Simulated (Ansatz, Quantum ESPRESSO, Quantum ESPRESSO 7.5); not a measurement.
# LiF(001): dielectric constant from slabs in a field

How well do thin films like LiF(001), 5 layers screen a field, with the ions clamped and free?

Calculated with Quantum ESPRESSO 7.5; plane-wave DFT, PBE, GBRV ultrasoft pseudopotentials (geometry by Ansatz 0.2.0 with PAW datasets; geometry under PBE).

## (1) Set-up

The cell holds 10 atoms: 5 Li and 5 F. Its edges and angles: a = 2.878 Å, b = 2.878 Å, c = 24.140 Å, α = 90.0°, β = 90.0°, γ = 90.0°. It derives from LiF. Vacuum lies along c.

## (2) Relaxation with Ansatz, 5 layers

The geometry comes first, from a plane-wave PAW code, so that the later runs on this slab share one structure.

Contents of input.yaml:

```yaml
crystal:
  lattice:
    - [2.8779245994, 0.0, 0.0]
    - [0.0, 2.8779245994, 0.0]
    - [0.0, 0.0, 24.14]
  atoms:
    - { symbol: Li, position: [0.0, 0.0, 0.3314001657] }
    - { symbol: F, position: [0.5, 0.5, 0.3314001657] }
    - { symbol: Li, position: [0.5, 0.5, 0.4157000829] }
    - { symbol: F, position: [0.0, 0.0, 0.4157000829] }
    - { symbol: Li, position: [0.0, 0.0, 0.5] }
    - { symbol: F, position: [0.5, 0.5, 0.5] }
    - { symbol: Li, position: [0.5, 0.5, 0.5842999171] }
    - { symbol: F, position: [0.0, 0.0, 0.5842999171] }
    - { symbol: Li, position: [0.0, 0.0, 0.6685998343] }
    - { symbol: F, position: [0.5, 0.5, 0.6685998343] }
kpoints:
  mp_grid: { grid: [8, 8, 1] }
hamiltonian:
  xc: pbe
scf:
  occupations: { method: fixed }
  convergence: { dr2_threshold: 1.0e-09 }
efield:
  axis: 3
  dipole_correction: true
  ramp_position: 0.97
  ramp_width: 0.04
relax:
  f_tol: 0.003
output:
  write_potential: true
  write_density: true
  volumetric_format: npy
```

Command:

```bash
> ansatz run input.yaml --threads 8 --pin off --max-ram 16384MiB --backend cpu --events-out ev --progress --plain --runs-dir out
```

Numbers of over 12 decimals in the logs are rounded to 6 here.

Log:

```text
Engine: ansatz 0.2.0, aarch64-unknown-linux-gnu
Pseudopotentials: kind: paw
Pseudopotential: Li, paw, valence charge 3, recommended cutoff 420 eV (normal), Li.paw.azcp
Pseudopotential: F, paw, valence charge 7, recommended cutoff 420 eV (normal), F.paw.azcp
Functional definition: PBE
  parameter kappa = 0.804
  parameter beta = 0.066725
  exchange = pbe_x(kappa = kappa, mu = beta*pi^2/3)
  correlation = pbe_c(beta = beta)
Crystal: 10 atoms, lattice volume = 199.938 Å³
Basis set: ecut = 420 eV, 3877 PW (Γ), exchange–correlation on 40×40×324 points (8 copies of the dense FFT grid, shifted against one another)
Bands: 35, of which v1, the nominal top of the filled ones, is band 25 counted from 1 (24 counted from 0)
Symmetry: 8 space group operations
k-points: 15 of 64
Non-local potential: Li, projectors of the file, l = 0: 3, l = 1: 2, l = 2: 1
Non-local potential: F, projectors of the file, l = 0: 2, l = 1: 2, l = 2: 1
PAW form: soft (Blöchl's): semilocal exchange-correlation on the pseudo side does not see the compensation charge
PAW one-centre angular grid: Li, 110 points (default); XC on 64 Gauss nodes
PAW one-centre angular grid: F, 110 points (default); XC on 64 Gauss nodes
Initial density: superposition of atomic densities (neutral atoms: chi_scale 0, normalization atom), corrected by the library's trained network
Initial wavefunctions: pseudopotential atomic-orbital guess
Functional: x = pbe(κ = 0.804, μ = 0.219515), c = pbe(β = 0.066725)
SCF iter   1: F=—  HF=-5080.523795 eV  |F-HF|=—  |Δ(HF+E_count)|=         —  Δρ=6.47e-4  dr2=1.90e-3  ethr=1.77e-3  p=-0.000 e·Å  D=-1.30e-4 V/Å  ΔV_dip=0.00 eV  dr2_dipole=6.04e-8  V_vac-E_F(+/−)=7.52/7.52 eV  ⟨swp⟩=4.9  Hψ=1999  notcnv=0  defer=111
efield: sawtooth ramp at fractional position 0.9700 (set: `efield.ramp_position`, or a place that a band, a saddle search or an elastic batch's reference lends), width 0.0400; the density the first Hamiltonian is built on has a dipole p = -0.000 e·Å; the dipole correction subtracts the counter field D = -1.30e-4 V/Å, which shifts the + side's vacuum level by +0.00 eV against the − side's; the planar-averaged density in the ramp window peaks in size at 4.6e-6 e/Å³
preconditioner: auto → none  [insulator: Δε(μ)=6.438 eV  Ē_g=16.941 eV  n_scr=16 (ndim 8)  ℏωp=16.6 eV  f_vac=0.556  ε∞_Penn≈2.0]
SCF iter   2: F=—  HF=-5080.523963 eV  |F-HF|=—  |Δ(HF+E_count)|=   1.68e-4  Δρ=5.22e-4  dr2=4.10e-4  ethr=3.79e-6  p=0.000 e·Å  D=3.52e-5 V/Å  ΔV_dip=-0.00 eV  dr2_dipole=6.53e-9  V_vac-E_F(+/−)=7.32/7.32 eV  ⟨swp⟩=3.3  Hψ=962  notcnv=0  defer=120  κ⁻¹=1.0e0(r=1)
density mixer auto → broyden: gapped, with few screened modes (density of states about μ 0.00 of a free-electron gas's, 16 screened modes)
SCF iter   3: F=—  HF=-5080.524171 eV  |F-HF|=—  |Δ(HF+E_count)|=   2.08e-4  Δρ=2.09e-4  dr2=8.76e-5  ethr=8.21e-7  p=-0.000 e·Å  D=-1.50e-5 V/Å  ΔV_dip=0.00 eV  dr2_dipole=1.46e-10  V_vac-E_F(+/−)=7.29/7.29 eV  ⟨swp⟩=2.3  Hψ=777  notcnv=0  defer=120  κ⁻¹=1.3e-1(r=2)
SCF iter   4: F=—  HF=-5080.524324 eV  |F-HF|=—  |Δ(HF+E_count)|=   1.53e-4  Δρ=5.90e-5  dr2=5.16e-6  ethr=1.75e-7  p=-0.000 e·Å  D=-1.48e-5 V/Å  ΔV_dip=0.00 eV  dr2_dipole=4.79e-10  V_vac-E_F(+/−)=7.24/7.24 eV  ⟨swp⟩=2.9  Hψ=740  notcnv=0  defer=120  κ⁻¹=1.2e-2(r=3)
SCF iter   5: F=—  HF=-5080.524351 eV  |F-HF|=—  |Δ(HF+E_count)|=   2.66e-5  Δρ=1.75e-5  dr2=3.38e-7  ethr=1.03e-8  p=0.000 e·Å  D=4.35e-6 V/Å  ΔV_dip=-0.00 eV  dr2_dipole=2.06e-11  V_vac-E_F(+/−)=7.23/7.23 eV  ⟨swp⟩=2.4  Hψ=771  notcnv=0  defer=118  κ⁻¹=9.6e-4(r=4)
SCF iter   6: F=—  HF=-5080.524347 eV  |F-HF|=—  |Δ(HF+E_count)|=   3.58e-6  Δρ=5.18e-6  dr2=3.10e-8  ethr=6.76e-10  p=0.000 e·Å  D=2.40e-6 V/Å  ΔV_dip=-0.00 eV  dr2_dipole=1.14e-12  V_vac-E_F(+/−)=7.23/7.23 eV  ⟨swp⟩=2.0  Hψ=782  notcnv=0  defer=106  κ⁻¹=6.3e-5(r=5)
SCF iter   7: F=—  HF=-5080.524347 eV  |F-HF|=—  |Δ(HF+E_count)|=   1.03e-7  Δρ=1.54e-6  dr2=1.56e-9  ethr=6.19e-11  p=0.000 e·Å  D=1.38e-6 V/Å  ΔV_dip=-0.00 eV  dr2_dipole=3.10e-13  V_vac-E_F(+/−)=7.23/7.23 eV  ⟨swp⟩=2.0  Hψ=719  notcnv=0  defer=110  κ⁻¹=2.0e-6(r=6)
SCF iter   8: F=-5080.524347 eV  HF=-5080.524347 eV  |F-HF|=3.89e-10  |Δ(HF+E_count)|=   3.50e-9  Δρ=5.94e-7  dr2=2.34e-10  ethr=2.00e-12  p=0.000 e·Å  D=1.82e-6 V/Å  ΔV_dip=-0.00 eV  dr2_dipole=2.00e-14  V_vac-E_F(+/−)=7.23/7.23 eV  ⟨swp⟩=6.9  Hψ=2360  notcnv=0
SCF 1 converged in 8 iterations: F = -5080.524347 eV  dr2 = 2.34e-10
  greatest PAW one-centre occupation: 1.000 electrons in one spin orbital (limit 2), on the Li atom at site 2 (counted from 0), in its partial waves of l = 0
relax step   1: F+E_penalty+E_count = -5080.52434724 eV  Δ(F+E_penalty+E_count) = +0.000e0 eV  max|allowed force component| = 3.227e-1 eV/Å  Δτ_max = 0.0000 Å  (8 SCF iters, accepted)
Initial density: handed on by an earlier stage of this run
Initial wavefunctions: those handed on with the density
iter 1 solved again at ethr=2.13e-5 eV; its pass at ethr=3.10e-3 eV (dr2=1.07e-2 eV) is discarded
SCF iter   1: F=—  HF=-5080.547934 eV  |F-HF|=—  |Δ(HF+E_count)|=         —  Δρ=1.04e-3  dr2=1.03e-2  ethr=2.13e-5  p=0.000 e·Å  D=2.18e-6 V/Å  ΔV_dip=-0.00 eV  dr2_dipole=3.91e-13  V_vac-E_F(+/−)=7.25/7.25 eV  ⟨swp⟩=2.5  Hψ=1665  notcnv=0  defer=117
efield: sawtooth ramp at fractional position 0.9700 (set: `efield.ramp_position`, or a place that a band, a saddle search or an elastic batch's reference lends), width 0.0400; the density the first Hamiltonian is built on has a dipole p = 0.000 e·Å; the dipole correction subtracts the counter field D = 2.18e-6 V/Å, which shifts the + side's vacuum level by -0.00 eV against the − side's; the planar-averaged density in the ramp window peaks in size at 6.7e-7 e/Å³
preconditioner: auto → none  [insulator: Δε(μ)=6.733 eV  Ē_g=17.040 eV  n_scr=16 (ndim 8)  ℏωp=16.6 eV  f_vac=0.555  ε∞_Penn≈2.0]
SCF iter   2: F=—  HF=-5080.543960 eV  |F-HF|=—  |Δ(HF+E_count)|=   3.97e-3  Δρ=3.81e-4  dr2=2.56e-4  ethr=2.05e-5  p=0.000 e·Å  D=1.76e-6 V/Å  ΔV_dip=-0.00 eV  dr2_dipole=6.39e-15  V_vac-E_F(+/−)=7.53/7.53 eV  ⟨swp⟩=3.4  Hψ=745  notcnv=0  defer=120  κ⁻¹=1.0e0(r=1)
density mixer auto → broyden: gapped, with few screened modes (density of states about μ 0.00 of a free-electron gas's, 16 screened modes)
SCF iter   3: F=—  HF=-5080.544065 eV  |F-HF|=—  |Δ(HF+E_count)|=   1.05e-4  Δρ=1.79e-4  dr2=4.60e-5  ethr=5.12e-7  p=0.000 e·Å  D=1.82e-6 V/Å  ΔV_dip=-0.00 eV  dr2_dipole=7.14e-15  V_vac-E_F(+/−)=7.57/7.57 eV  ⟨swp⟩=3.3  Hψ=857  notcnv=0  defer=120  κ⁻¹=2.6e-2(r=2)
[...]
SCF iter   6: F=—  HF=-5080.545812 eV  |F-HF|=—  |Δ(HF+E_count)|=   1.22e-8  Δρ=2.22e-6  dr2=4.85e-9  ethr=7.87e-11  p=0.000 e·Å  D=1.59e-6 V/Å  ΔV_dip=-0.00 eV  dr2_dipole=1.20e-15  V_vac-E_F(+/−)=7.65/7.65 eV  ⟨swp⟩=2.0  Hψ=748  notcnv=0  defer=103  κ⁻¹=2.8e-5(r=5)
SCF iter   7: F=-5080.545812 eV  HF=-5080.545812 eV  |F-HF|=3.93e-10  |Δ(HF+E_count)|=   1.82e-9  Δρ=6.47e-7  dr2=3.22e-10  ethr=2.00e-12  p=0.000 e·Å  D=1.57e-6 V/Å  ΔV_dip=-0.00 eV  dr2_dipole=3.86e-18  V_vac-E_F(+/−)=7.65/7.65 eV  ⟨swp⟩=7.7  Hψ=2590  notcnv=0
SCF 3 converged in 7 iterations: F = -5080.545812 eV  dr2 = 3.22e-10
  greatest PAW one-centre occupation: 1.000 electrons in one spin orbital (limit 2), on the Li atom at site 8 (counted from 0), in its partial waves of l = 0
relax step   3: F+E_penalty+E_count = -5080.54581222 eV  Δ(F+E_penalty+E_count) = -1.701e-3 eV  max|allowed force component| = 3.713e-2 eV/Å  Δτ_max = 0.0114 Å  (7 SCF iters, accepted)
[...]
relax step   4: F+E_penalty+E_count = -5080.54630433 eV  Δ(F+E_penalty+E_count) = -4.921e-4 eV  max|allowed force component| = 7.910e-3 eV/Å  Δτ_max = 0.0087 Å  (7 SCF iters, accepted)
SCF iter   1: F=—  HF=-5080.546401 eV  |F-HF|=—  |Δ(HF+E_count)|=         —  Δρ=1.98e-4  dr2=1.45e-4  ethr=3.24e-6  p=0.000 e·Å  D=1.33e-6 V/Å  ΔV_dip=-0.00 eV  dr2_dipole=4.46e-14  V_vac-E_F(+/−)=7.66/7.66 eV  ⟨swp⟩=3.3  Hψ=1045  notcnv=0  defer=120
efield: sawtooth ramp at fractional position 0.9700 (set: `efield.ramp_position`, or a place that a band, a saddle search or an elastic batch's reference lends), width 0.0400; the density the first Hamiltonian is built on has a dipole p = 0.000 e·Å; the dipole correction subtracts the counter field D = 1.33e-6 V/Å, which shifts the + side's vacuum level by -0.00 eV against the − side's; the planar-averaged density in the ramp window peaks in size at 4.7e-7 e/Å³
preconditioner: auto → none  [insulator: Δε(μ)=6.886 eV  Ē_g=17.243 eV  n_scr=16 (ndim 8)  ℏωp=16.6 eV  f_vac=0.556  ε∞_Penn≈1.9]
SCF iter   2: F=—  HF=-5080.546352 eV  |F-HF|=—  |Δ(HF+E_count)|=   4.87e-5  Δρ=5.77e-5  dr2=6.54e-6  ethr=2.90e-7  p=0.000 e·Å  D=1.47e-6 V/Å  ΔV_dip=-0.00 eV  dr2_dipole=9.16e-15  V_vac-E_F(+/−)=7.66/7.66 eV  ⟨swp⟩=2.1  Hψ=862  notcnv=0  defer=113  κ⁻¹=1.0e0(r=1)
density mixer auto → broyden: gapped, with few screened modes (density of states about μ 0.00 of a free-electron gas's, 16 screened modes)
SCF iter   3: F=—  HF=-5080.546353 eV  |F-HF|=—  |Δ(HF+E_count)|=   8.09e-7  Δρ=2.79e-5  dr2=1.04e-6  ethr=1.31e-8  p=0.000 e·Å  D=1.55e-6 V/Å  ΔV_dip=-0.00 eV  dr2_dipole=2.76e-14  V_vac-E_F(+/−)=7.66/7.66 eV  ⟨swp⟩=2.0  Hψ=741  notcnv=0  defer=93  κ⁻¹=2.3e-2(r=2)
SCF iter   4: F=—  HF=-5080.546356 eV  |F-HF|=—  |Δ(HF+E_count)|=   2.72e-6  Δρ=1.16e-5  dr2=1.52e-7  ethr=2.08e-9  p=0.000 e·Å  D=1.42e-6 V/Å  ΔV_dip=-0.00 eV  dr2_dipole=3.69e-15  V_vac-E_F(+/−)=7.66/7.66 eV  ⟨swp⟩=2.0  Hψ=682  notcnv=0  defer=81  κ⁻¹=6.3e-3(r=3)
SCF iter   5: F=—  HF=-5080.546356 eV  |F-HF|=—  |Δ(HF+E_count)|=   6.54e-8  Δρ=2.70e-6  dr2=7.27e-9  ethr=3.04e-10  p=0.000 e·Å  D=1.44e-6 V/Å  ΔV_dip=-0.00 eV  dr2_dipole=6.66e-15  V_vac-E_F(+/−)=7.66/7.66 eV  ⟨swp⟩=2.0  Hψ=702  notcnv=0  defer=86  κ⁻¹=3.9e-4(r=4)
SCF iter   6: F=-5080.546356 eV  HF=-5080.546356 eV  |F-HF|=6.18e-11  |Δ(HF+E_count)|=   3.06e-9  Δρ=7.63e-7  dr2=5.93e-10  ethr=2.00e-12  p=0.000 e·Å  D=1.50e-6 V/Å  ΔV_dip=-0.00 eV  dr2_dipole=1.30e-15  V_vac-E_F(+/−)=7.66/7.66 eV  ⟨swp⟩=7.9  Hψ=2647  notcnv=0
SCF 5 converged in 6 iterations: F = -5080.546356 eV  dr2 = 5.93e-10
relax step   5: F+E_penalty+E_count = -5080.54635583 eV  Δ(F+E_penalty+E_count) = -5.150e-5 eV  max|allowed force component| = 4.615e-4 eV/Å  Δτ_max = 0.0040 Å  (6 SCF iters, accepted)
NSCF: frozen V_eff on 15 k-points
the band table was solved once a step of the walk had ended and its energy, with any forces and stress, was formed, with the checks that follow a solve (3308 applications of the Hamiltonian). They found nothing against the state; the energy, forces and stress were not computed again (output.eigenvalues in the input reference)
WARN: The output density's exchange-correlation potential varies sharply where the density is thin. Do not read a vacuum level from v_tot or v_xc, or from such a field of the output density. On a cell that repeats whose density bears no net charge and no dipole along the vacuum's axis use v_es (v_loc + v_h of the components); under efield.dipole_correction with no amplitude use v_es + v_field, which holds any externa [...]
SCF converged after 6 iterations
Stability not checked: this state was not tested for a lower state beside it, because the mixer in use, unlike msr1, does not test its closes by its own steps (another_mixer; see scf.mixing.algorithm and scf.lower_state_search)
Free energy (F): -5080.546356 eV
Harris-Foulkes:  -5080.546356 eV  (|F-HF|=6.18e-11)
Internal energy: -5080.546356 eV  (E = F + TS)
E sigma→0 (E₀):  -5080.546356 eV
Fermi energy:    -4.065834 eV
Dipole field:    D = 0.000001 V/Å  (p = 0.000002 e·Å, saw-weighted, corrected)
Work function:   Φ+ = 7.6622 eV   Φ− = 7.6622 eV
Levels:          The Fermi level and band energies are counted from a zero that moves with the ramp; work functions are not
--- Per-component energies (eV) ---
  E_band       = -842.796979
  E_kinetic    = 1149.103879
  E_local      = -40916.373939  (includes V_loc(G=0)·N_el)
  E_nonlocal   = 201.352214
  E_hartree    = 19852.615897
  E_xc         = -458.027120
  E_vxc        = -587.390276  (∫ρ·V_xc dr)
  E_paw        = -1108.457453  (= ΣΔE_a)
  E_vpaw       = -394.730481  (= ΣTr[D̂ρ^β])
  E_aug_tail   = 0.011042  (compensation charges beyond the density's cutoff)
  E_efield     = 0.000000  (sawtooth field / dipole correction)
  E_vefield    = -0.000018  (∫n·V_field dr)
  E_ewald      = 16199.229124
  E_smearing   = -0.000000  (= −TS)
  E_closure    = 0.000000  (closes the sum)
  Σ components = -5080.546356   (vs F -5080.546356, Δ=0.00e0)
--- Forces (eV/Å), atoms counted from 1 ---
  atom   1  Li     0.00000000     0.00000000     0.00046141
  atom   2  F      0.00000000     0.00000000     0.00045066
  atom   3  Li     0.00000000     0.00000000     0.00015316
  atom   4  F      0.00000000     0.00000000     0.00041283
  atom   5  Li     0.00000000     0.00000000    -0.00000015
  atom   6  F      0.00000000     0.00000000     0.00000024
  atom   7  Li     0.00000000     0.00000000    -0.00015342
  atom   8  F      0.00000000     0.00000000    -0.00041259
  atom   9  Li    -0.00000000     0.00000000    -0.00046151
  atom  10  F     -0.00000000     0.00000000    -0.00045062
  max |Σ_I F_I| component: 3.82e-9 eV/Å
--- Band table (eV; the first three rows and the last of 15) ---
  k-point 0: bands = [... 21 lower, -4.2265, -4.2265, -4.1733, -4.1733, 2.7745, 2.7998, 3.8813, 4.6845, ... 6 higher]
  k-point 1: bands = [... 21 lower, -4.3557, -4.2262, -4.2010, -4.1585, 3.0494, 3.0709, 4.1652, 4.9620, ... 6 higher]
  k-point 2: bands = [... 21 lower, -4.3778, -4.3084, -4.1413, -4.1236, 3.8397, 3.8556, 5.0026, 5.7625, ... 6 higher]
  k-point 14: bands = [... 21 lower, -5.1126, -5.0642, -4.4369, -4.4298, 10.0674, 10.0676, 10.3005, 10.3005, ... 6 higher]
--- Relaxed structure (5 steps of the walk, 5 accepted, 0 SCFs on fresh bases) ---
  F+E_penalty+E_count = -5080.54635583 eV   max|allowed force component| = 4.615e-4 eV/Å
  atoms:
    - { symbol: Li, position: [0, 0.0, 0.333648] }
    - { symbol: F, position: [0.5, 0.5, 0.330801] }
    - { symbol: Li, position: [0.5, 0.5, 0.415378] }
    - { symbol: F, position: [0, 0.0, 0.415887] }
    - { symbol: Li, position: [0, 0.0, 0.500000] }
    - { symbol: F, position: [0.5, 0.5, 0.500000] }
    - { symbol: Li, position: [0.5, 0.5, 0.584622] }
    - { symbol: F, position: [0, 0.0, 0.584113] }
    - { symbol: Li, position: [0, 0.0, 0.666352] }
    - { symbol: F, position: [0.5, 0.5, 0.669200] }
```

The job ended after 5.2 s (8 threads of Arm Neoverse V2, shared host; peak memory 0.6 GiB).

Relaxation path:

```
step  energy less that of the first step (eV)  largest force component (eV/Å)
   1                                   0.0000                          0.3227
   2                                  -0.0198                          0.0884
   3                                  -0.0215                          0.0371
   4                                  -0.0220                          0.0079
   5                                  -0.0220                          0.0005
```

The atoms that moved most (Å):

```
atom     dx     dy      dz  length
 Li9  0.000  0.000  -0.054   0.054
 Li1  0.000  0.000   0.054   0.054
 F10  0.000  0.000   0.014   0.014
  F2  0.000  0.000  -0.014   0.014
 Li3  0.000  0.000  -0.008   0.008
 Li7  0.000  0.000   0.008   0.008
```

The relaxation lowers the energy by 2 meV an atom.

Numbers from this step:

- free energy: -5080.5464 eV
- gap by band count: 6.840 eV
- symmetry operations: 8
- dipole along the normal: 1.60e-6 e·Å
- valence top, on the run's zero: -4.066 eV
- vacuum level at the upper face over the valence top of the mesh: 7.662 eV
- vacuum level at the lower face over the valence top of the mesh: 7.662 eV

[end of part 1 of 7]

[Logs are printed without paths, hosts, clocks, repeated set-up lines and the standing remarks that a program may print on its own settings, such as how far it seeks lower states.]

[Hosts, paths, dates, database ids (printed as entryN), source tags and the programs' standing remarks are cut or masked in the printed files.]

[Maps of the electrostatic potential energy from Ansatz leave out the sawtooth potential of an applied field or a dipole correction, so their vacuum need not be flat; planar profiles and work functions include it.]
